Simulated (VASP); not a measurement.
# PbSe (Clausthalite) (Fm-3m) in VASP: further runs

The runs below take PbSe (Clausthalite) through band structure, Born charges and dielectric tensor, with PBE, PBEsol, LDA, r2SCAN.

Everything below comes from runs of VASP 6.6.1. Logs are shortened: lines on timing, memory, paths and dates and some standing lists are left out, and cuts for length are marked.

**Experimental background.**

A printed reference work, monograph reports, for a bulk crystal of PbSe at 4.2 K: band gap 0.15 eV (direct).

How close the calculation comes is told below.

**1. Starting point**

The structure is cubic, space group Fm-3m (No. 225). The conventional cell has a = 6.121 Å, b = 6.121 Å, c = 6.121 Å, α = 90.00°, β = 90.00°, γ = 90.00°. Pb (site symmetry m-3m) is surrounded by 6 Se at 3.06 Å. Se (site symmetry m-3m) is surrounded by 6 Pb at 3.06 Å.

**2. Band structure, PBE**

Input file INCAR:

```
PREC = Accurate
ENCUT = 500
EDIFF = 1E-6
ISMEAR = -1
SIGMA = 0.05
LREAL = F
LASPH = T
NELM = 100
ALGO = Normal
ISIF = 2
LWAVE = F
LCHARG = F
GGA = PE
NBANDS = 12
```

Input file KPOINTS:

```
regular mesh
0
Gamma
  8 8 8
```

Input file POSCAR:

```
PbSe
1.0
    0.0000000000      3.0606500000      3.0606500000
    3.0606500000      0.0000000000      3.0606500000
    3.0606500000      3.0606500000      0.0000000000
Pb Se
1 1
Direct
    0.0000000000      0.0000000000      0.0000000000
    0.5000000000      0.5000000000      0.5000000000
```

Input file KPOINTS_OPT:

```
path GXWKGLUWLK,UX
20
line-mode
reciprocal
 0.0000000000  0.0000000000  0.0000000000  G
 0.5000000000  0.0000000000  0.5000000000  X

 0.5000000000  0.0000000000  0.5000000000  X
 0.5000000000  0.2500000000  0.7500000000  W

 0.5000000000  0.2500000000  0.7500000000  W
 0.3750000000  0.3750000000  0.7500000000  K

 0.3750000000  0.3750000000  0.7500000000  K
 0.0000000000  0.0000000000  0.0000000000  G

 0.0000000000  0.0000000000  0.0000000000  G
 0.5000000000  0.5000000000  0.5000000000  L

 0.5000000000  0.5000000000  0.5000000000  L
 0.6250000000  0.2500000000  0.6250000000  U

 0.6250000000  0.2500000000  0.6250000000  U
 0.5000000000  0.2500000000  0.7500000000  W

 0.5000000000  0.2500000000  0.7500000000  W
 0.5000000000  0.5000000000  0.5000000000  L

 0.5000000000  0.5000000000  0.5000000000  L
 0.3750000000  0.3750000000  0.7500000000  K

 0.6250000000  0.2500000000  0.6250000000  U
 0.5000000000  0.0000000000  0.5000000000  X
```

Potentials or basis: VASP PAW PBE potentials, release 54 (Pb, Se).

Launch:

```sh
$ cat potpaw_PBE.54/Pb/POTCAR potpaw_PBE.54/Se/POTCAR > POTCAR
$ mpirun -np 1 vasp_std > vasp.out
```

OUTCAR:

```text
PREC = Accurate
   ENCUT = 500
   EDIFF = 1E-6
   ISMEAR = -1
   LREAL = F
   LASPH = T
   NELM = 100
   ISIF = 2
   GGA = PE

 ion  position               nearest neighbor table
   1  0.000  0.000  0.000-   2 3.06   2 3.06   2 3.06   2 3.06   2 3.06   2 3.06
   2  0.500  0.500  0.500-   1 3.06   1 3.06   1 3.06   1 3.06   1 3.06   1 3.06

  LATTYP: Found a face centered cubic cell.
 ALAT       =     6.1213000000

  Lattice vectors:

 A1 = (   0.0000000000,   3.0606500000,   3.0606500000)
 A2 = (   3.0606500000,   0.0000000000,   3.0606500000)
 A3 = (   3.0606500000,   3.0606500000,   0.0000000000)

Analysis of symmetry for initial positions (statically):
=====================================================================
 Subroutine PRICEL returns:
 Original cell was already a primitive cell.

 Routine SETGRP: Setting up the symmetry group for a
 face centered cubic supercell.

 Subroutine GETGRP returns: Found 48 space group operations
 (whereof 48 operations were pure point group operations)
 out of a pool of 48 trial point group operations.

The static configuration has the point symmetry O_h .

Analysis of symmetry for dynamics (positions and initial velocities):
=====================================================================
 Subroutine PRICEL returns:
 Original cell was already a primitive cell.

 Routine SETGRP: Setting up the symmetry group for a
 face centered cubic supercell.

 Subroutine GETGRP returns: Found 48 space group operations
 (whereof 48 operations were pure point group operations)
 out of a pool of 48 trial point group operations.

The dynamic configuration has the point symmetry O_h .

 Subroutine INISYM returns: Found 48 space group operations
 (whereof 48 operations are pure point group operations),
 and found     1 'primitive' translations

----------------------------------------------------------------------------------------

                                     Primitive cell

  volume of cell :      57.3418

  direct lattice vectors                    reciprocal lattice vectors
     0.000000000  3.060650000  3.060650000    -0.163363991  0.163363991  0.163363991
     3.060650000  0.000000000  3.060650000     0.163363991 -0.163363991  0.163363991
     3.060650000  3.060650000  0.000000000     0.163363991  0.163363991 -0.163363991

  length of vectors
     4.328412740  4.328412740  4.328412740     0.282954733  0.282954733  0.282954733

  position of ions in fractional coordinates (direct lattice)
     0.000000000  0.000000000  0.000000000
[... 88 lines left out ...]
   PSTRESS=    0.0 pullay stress
   NELECT =      10.0000    total number of electrons
   NUPDOWN=      -1.0000    fix difference up-down
   EMIN   =  10.00;   EMAX   =-10.00  energy-range for DOS
   EFERMI =   0.00;   METHOD = LEGACY
   ISMEAR =    -1;   SIGMA  =   0.05  broadening in eV -4-tet -1-fermi 0-gaus
   EFERMI_NEDOS =   21; number of points for ismear=-14 and -15
   IALGO  =     38    algorithm
   IMIX   =      4    mixing-type and parameters
     AMIX     =   0.40;   BMIX     =  1.00
     AMIX_MAG =   1.60;   BMIX_MAG =  1.00
  volume/ion in A,a.u.               =      28.67       193.48
  Fermi-wavevector in a.u.,A,eV,Ry     =   0.914642  1.728423 11.382227  0.836570
  Thomas-Fermi vector in A             =   2.039292
   LORBIT       =      0    0 simple, 1 ext, 2 COOP (PROOUT), +10 PAW based schemes
   GGA     = PE    functional components
   LHFCALC =     F    Hartree Fock is set to
   AEXX    =    0.0000 exact exchange contribution
   IVDW    =     0    specifies the selected vdW correction
   LEPSILON=     F    determine dielectric tensor
   LRPA    =     F    only Hartree local field effects (RPA)
 non-spin polarized calculation
  energy-cutoff  :      500.00
  volume of cell :       57.34
 maximum number of plane-waves:      1475
   NGX = 15   NGY = 15   NGZ = 15

 number of electron      10.0000001 magnetization

 Free energy of the ion-electron system (eV)
  ---------------------------------------------------
  ext. energy  EPLUGINS =         0.00000000
  ---------------------------------------------------
  free energy    TOTEN  =        -8.21344525 eV

  energy without entropy =       -8.21312553  energy(sigma->0) =       -8.21328539

 E-fermi :   3.9854     XC(G=0):  -9.4441

 val. band max:        3.8401766583   @ k =   0.5000   0.0000   0.0000
 cond. band min:       4.1305369830   @ k =   0.5000   0.0000   0.0000
 fundamental gap:      0.2903603247
 Fermi energy:         3.9853810577

 k-point     1 :       0.0000    0.0000    0.0000
  band No.  band energies     occupation
      1      -9.7506      2.00000
      2      -2.4619      2.00000
      3       1.9633      2.00000
      4       1.9633      2.00000
      5       1.9633      2.00000
      6       8.5527      0.00000
      7       8.5527      0.00000
      8       8.5527      0.00000
      9      10.3171      0.00000
     10      10.3171      0.00000
     11      10.3171      0.00000
     12      12.0197      0.00000
[... 331 lines left out ...]
 k-point    24 :      -0.3750    0.2500    0.1250
  band No.  band energies     occupation
      1      -8.5446      2.00000
      2      -4.6409      2.00000
      3       0.5770      2.00000
      4       0.9588      2.00000
      5       3.0095      2.00000
      6       5.2324      0.00000
      7       7.2688      0.00000
      8       7.9445      0.00000
      9      11.4174      0.00000
     10      11.9267      0.00000
     11      14.6611      0.00000
     12      14.6939      0.00000

 [... further k-points ...]

------------------------ aborting loop because EDIFF is reached ----------------------------------------

  FORCE on cell =-STRESS in cart. coord.  units (eV):
  Direction    XX          YY          ZZ          XY          YZ          ZX
  --------------------------------------------------------------------------------------
  -------------------------------------------------------------------------------------
  Total        0.7726120      0.7726120      0.7726120     -0.0000000     -0.0000000      0.0000000
  in kB       21.5874355     21.5874355     21.5874355     -0.0000000     -0.0000000      0.0000000
  external PRESSURE =      21.5874355 kB  Pullay stress =       0.0000000 kB

 VOLUME and BASIS-vectors are now :
 -----------------------------------------------------------------------------
  energy-cutoff  :      500.00
  volume of cell :       57.34
      direct lattice vectors                 reciprocal lattice vectors
     0.000000000  3.060650000  3.060650000    -0.163363991  0.163363991  0.163363991
     3.060650000  0.000000000  3.060650000     0.163363991 -0.163363991  0.163363991
     3.060650000  3.060650000  0.000000000     0.163363991  0.163363991 -0.163363991

 POSITION                                       TOTAL-FORCE (eV/Angst)
 -----------------------------------------------------------------------------------
      0.00000      0.00000      0.00000        -0.000000     -0.000000     -0.000000
      3.06065      3.06065      3.06065         0.000000      0.000000      0.000000
 -----------------------------------------------------------------------------------
    total drift:                                0.000000     -0.000000      0.000000

  FREE ENERGIE OF THE ION-ELECTRON SYSTEM (eV)
  ---------------------------------------------------
  free  energy   TOTEN  =        -8.2134452536 eV

  energy  without entropy=       -8.2131255291  energy(sigma->0) =       -8.21328539
```

OSZICAR:

```text
N       E                     dE             d eps       ncg     rms          rms(c)
DAV:   1     0.317671987007E+02    0.31767E+02   -0.37710E+03   696   0.643E+02
DAV:   2    -0.629733793504E+01   -0.38065E+02   -0.36437E+02   964   0.104E+02
DAV:   3    -0.848738647262E+01   -0.21900E+01   -0.21846E+01   872   0.265E+01
DAV:   4    -0.850301027996E+01   -0.15624E-01   -0.15623E-01   820   0.263E+00
DAV:   5    -0.850310992280E+01   -0.99643E-04   -0.99642E-04   888   0.212E-01    0.832E+00
DAV:   6    -0.821701941425E+01    0.28609E+00   -0.93380E-01   732   0.320E+00    0.501E+00
DAV:   7    -0.821207191503E+01    0.49475E-02   -0.19079E-01   840   0.168E+00    0.255E+00
DAV:   8    -0.821349589002E+01   -0.14240E-02   -0.23251E-02   780   0.643E-01    0.381E-01
DAV:   9    -0.821339560652E+01    0.10028E-03   -0.19186E-03   812   0.180E-01    0.229E-01
DAV:  10    -0.821343904209E+01   -0.43436E-04   -0.25045E-04   820   0.824E-02    0.239E-02
[... 42 further cycles ...]
DAV:   5    -0.427835772391E+03   -0.25356E-02      868
DAV:   6    -0.427835801117E+03   -0.28726E-04      776
DAV:   7    -0.427835801476E+03   -0.35891E-06      676
       N       E                     dE             ncg
DAV:   1     0.130751877372E+04   -0.80706E+04      624
DAV:   2     0.432491521741E+03   -0.87503E+03      960
DAV:   3     0.395291139607E+03   -0.37200E+02      784
DAV:   4     0.395054074770E+03   -0.23706E+00      776
DAV:   5     0.395052327718E+03   -0.17471E-02      800
DAV:   6     0.395052306459E+03   -0.21259E-04      760
DAV:   7     0.395052306144E+03   -0.31475E-06      776
```

stdout:

```text
POSCAR found type information on POSCAR PbSe
 POSCAR found :  2 types and       2 ions
 scaLAPACK will be used
 LDA part: xc-table for (Slater+PW92), standard interpolation
 POSCAR, INCAR and KPOINTS ok, starting setup
 FFT: planning ... GRIDC
 FFT: planning ... GRID_SOFT
 FFT: planning ... GRID
 WAVECAR not read
 entering main loop
 Start KPOINTS_OPT (optional k-point list driver)
k-point batch [1-29\200]
k-point batch [30-58\200]
k-point batch [59-87\200]
k-point batch [88-116\200]
k-point batch [117-145\200]
k-point batch [146-174\200]
k-point batch [175-200\200]
```

Run time: 48 s. Hardware: 1 thread of Intel Xeon Platinum 8375C at 2.90GHz (Ice Lake), shared host; peak memory 0.18 GiB.

Results:

| Quantity | Value |
| --- | --- |
| Free energy | -8.2134 eV |
| Pressure | 2.2 GPa |
| Band gap on the k mesh | 0.29 eV, direct |
| Band gap along the path | 0.29 eV, direct |

Levels at the corners of the path, in eV from the valence-band top:
| point | band 1 | band 2 | band 3 | band 4 | band 5 | band 6 | band 7 | band 8 | band 9 | band 10 |
| --- | --- | --- | --- | --- | --- | --- | --- | --- | --- | --- |
| Γ | -13.59 | -6.30 | -1.88 | -1.88 | -1.88 | 4.71 | 4.71 | 4.71 | 6.48 | 6.48 |
| X | -12.30 | -7.39 | -4.98 | -3.23 | -3.23 | 3.69 | 5.61 | 5.61 | 6.05 | 10.93 |
| X | -12.30 | -7.39 | -4.98 | -3.23 | -3.23 | 3.69 | 5.61 | 5.61 | 6.05 | 10.93 |
| W | -12.24 | -8.02 | -4.24 | -4.24 | -0.80 | 1.89 | 4.95 | 4.95 | 7.69 | 7.69 |
| W | -12.24 | -8.02 | -4.24 | -4.24 | -0.80 | 1.89 | 4.95 | 4.95 | 7.69 | 7.69 |
| K | -12.27 | -8.04 | -4.58 | -2.74 | -2.40 | 3.39 | 4.01 | 5.44 | 5.81 | 10.04 |
| K | -12.27 | -8.04 | -4.58 | -2.74 | -2.40 | 3.39 | 4.01 | 5.44 | 5.81 | 10.04 |
| Γ | -13.59 | -6.30 | -1.88 | -1.88 | -1.88 | 4.71 | 4.71 | 4.71 | 6.48 | 6.48 |
| Γ | -13.59 | -6.30 | -1.88 | -1.88 | -1.88 | 4.71 | 4.71 | 4.71 | 6.48 | 6.48 |
| L | -12.52 | -8.81 | -1.49 | -1.49 | 0.00 | 0.29 | 1.70 | 1.70 | 8.48 | 10.17 |
| L | -12.52 | -8.81 | -1.49 | -1.49 | 0.00 | 0.29 | 1.70 | 1.70 | 8.48 | 10.17 |
| U | -12.27 | -8.04 | -4.58 | -2.74 | -2.40 | 3.39 | 4.01 | 5.44 | 5.81 | 10.04 |
| U | -12.27 | -8.04 | -4.58 | -2.74 | -2.40 | 3.39 | 4.01 | 5.44 | 5.81 | 10.04 |
| W | -12.24 | -8.02 | -4.24 | -4.24 | -0.80 | 1.89 | 4.95 | 4.95 | 7.69 | 7.69 |
| W | -12.24 | -8.02 | -4.24 | -4.24 | -0.80 | 1.89 | 4.95 | 4.95 | 7.69 | 7.69 |
| L | -12.52 | -8.81 | -1.49 | -1.49 | 0.00 | 0.29 | 1.70 | 1.70 | 8.48 | 10.17 |
| L | -12.52 | -8.81 | -1.49 | -1.49 | 0.00 | 0.29 | 1.70 | 1.70 | 8.48 | 10.17 |
| K | -12.27 | -8.04 | -4.58 | -2.74 | -2.40 | 3.39 | 4.01 | 5.44 | 5.81 | 10.04 |
| U | -12.27 | -8.04 | -4.58 | -2.74 | -2.40 | 3.39 | 4.01 | 5.44 | 5.81 | 10.04 |
| X | -12.30 | -7.39 | -4.98 | -3.23 | -3.23 | 3.69 | 5.61 | 5.61 | 6.05 | 10.93 |

Caveat: spin-orbit coupling is left out, which as a rule narrows the gap of such compounds by several tenths of an eV.

**3. Born charges and dielectric tensor, PBEsol**

Input file INCAR:

```
SYSTEM = PbSe
PREC = Accurate
ENCUT = 520
EDIFF = 1E-8
ISMEAR = -1
SIGMA = 0.05
LREAL = .FALSE.
LASPH = .TRUE.
NELM = 100
ALGO = Normal
ISIF = 2
LWAVE = .FALSE.
LCHARG = .FALSE.
GGA = PS
LEPSILON = .TRUE.
IBRION = 8
```

Input file KPOINTS:

```
Automatic mesh
0
G
  8 8 8
  0 0 0
```

POSCAR is that of step 2.

Potentials or basis: VASP PAW PBE potentials, release 64 (Pb_d, Se).

Launch:

```sh
$ cat potpaw_PBE.64/Pb_d/POTCAR potpaw_PBE.64/Se/POTCAR > POTCAR
$ mpirun -np 1 vasp_std > vasp.out
```

OUTCAR:

```text
SYSTEM = PbSe
   PREC = Accurate
   ENCUT = 520
   EDIFF = 1E-8
   ISMEAR = -1
   LREAL = .FALSE.
   LASPH = .TRUE.
   NELM = 100
   ISIF = 2
   GGA = PS
   LEPSILON = .TRUE.
   IBRION = 8

 ion  position               nearest neighbor table
   1  0.000  0.000  0.000-   2 3.06   2 3.06   2 3.06   2 3.06   2 3.06   2 3.06
   2  0.500  0.500  0.500-   1 3.06   1 3.06   1 3.06   1 3.06   1 3.06   1 3.06

  LATTYP: Found a face centered cubic cell.
 ALAT       =     6.1213000000

[... 736 lines left out ...]
      3.060650  3.060650  3.060650     0.853003    0.000000    0.000000
[... 21 lines left out ...]
   6 f/i=    0.004767 THz     0.029954 2PiTHz    0.159018 cm-1     0.019716 meV
             X         Y         Z           dx          dy          dz
      0.000000  0.000000  0.000000    -0.853003    0.000000    0.000000
      3.060650  3.060650  3.060650    -0.521907    0.000000    0.000000

--------------------------------------------------------------------------------------------------------

 MACROSCOPIC STATIC DIELECTRIC TENSOR IONIC CONTRIBUTION
 ------------------------------------------------------
         116.507620     0.000000     0.000000
           0.000000   116.507620     0.000000
           0.000000     0.000000   116.507620
 ------------------------------------------------------

 ELASTIC MODULI CONTR FROM IONIC RELAXATION (kBar)
 Direction    XX          YY          ZZ          XY          YZ          ZX
 --------------------------------------------------------------------------------
 XX           0.0000      0.0000      0.0000      0.0000      0.0000      0.0000
 YY           0.0000      0.0000      0.0000      0.0000      0.0000      0.0000
 ZZ           0.0000      0.0000      0.0000      0.0000      0.0000      0.0000
 XY           0.0000      0.0000      0.0000      0.0000      0.0000      0.0000
 YZ           0.0000      0.0000      0.0000      0.0000      0.0000      0.0000
 ZX           0.0000      0.0000      0.0000      0.0000      0.0000      0.0000
 --------------------------------------------------------------------------------

 PIEZOELECTRIC TENSOR IONIC CONTR  for field in x, y, z        (C/m^2)
          XX          YY          ZZ          XY          YZ          ZX
  --------------------------------------------------------------------------------
  x     0.00000     0.00000     0.00000     0.00000     0.00000     0.00000
  y     0.00000     0.00000     0.00000     0.00000     0.00000     0.00000
  z     0.00000     0.00000     0.00000     0.00000     0.00000     0.00000
```

OSZICAR:

```text
N       E                     dE             d eps       ncg     rms          rms(c)
DAV:   1     0.158358227232E+03    0.15836E+03   -0.96549E+03   820   0.145E+03
DAV:   2     0.318655312492E+01   -0.15517E+03   -0.15127E+03   884   0.354E+02
DAV:   3    -0.889325857893E+01   -0.12080E+02   -0.12003E+02  1046   0.103E+02
DAV:   4    -0.917422063058E+01   -0.28096E+00   -0.28083E+00   900   0.189E+01
[... 12 lines left out ...]
RMM:   9    -0.848085179775E-01    0.92144E-06   -0.16798E-08  2979   0.596E-04    0.746E-05
RMM:  10    -0.848088724518E-01   -0.35447E-06   -0.16073E-08  2974   0.259E-04    0.239E-05
RMM:  11    -0.848089382550E-01   -0.65803E-07   -0.12617E-08  3077   0.136E-04    0.672E-06
RMM:  12    -0.848088936957E-01    0.44559E-07    0.33863E-09  2946   0.986E-05    0.913E-07
RMM:  13    -0.848088871138E-01    0.65819E-08    0.11175E-08  2631   0.834E-05    0.533E-07
 Linear response finished
```

It took 6.1 min on 1 thread of AMD EPYC 7R43 (Zen 3), shared host; peak memory 0.26 GiB.

Results:

```yaml
Band_gap_on_the_k_mesh: 0.20 eV, direct
Electronic_dielectric_tensor_diagonal: 46.83
Born_charges_mean_of_the_diagonal: Pb +3.52; Se -3.52 e
Highest_phonon_frequency_at_Γ_LO-TO_splitting_left_out: 40 cm⁻¹
```

Phonon frequencies in cm⁻¹ (negative: imaginary):
```tsv
q point	frequencies
(0.000, 0.000, 0.000)	0 0 0 40 40 40
```

Electronic dielectric tensor:
```
46.83  0.00  0.00
 0.00 46.83  0.00
 0.00  0.00 46.83
```

Born effective charge tensors (e):
atom 1, Pb
```
3.52 0.00 0.00
0.00 3.52 0.00
0.00 0.00 3.52
```
atom 2, Se
```
-3.52  0.00  0.00
 0.00 -3.52  0.00
 0.00  0.00 -3.52
```

Caveat: the gap is small at this level, which inflates the dielectric constant; the PAW data sets were made with another functional, which shifts forces and pressure a little; spin-orbit coupling is left out, which as a rule narrows the gap of such compounds by several tenths of an eV.

(Part 1 of 2 ends here.)
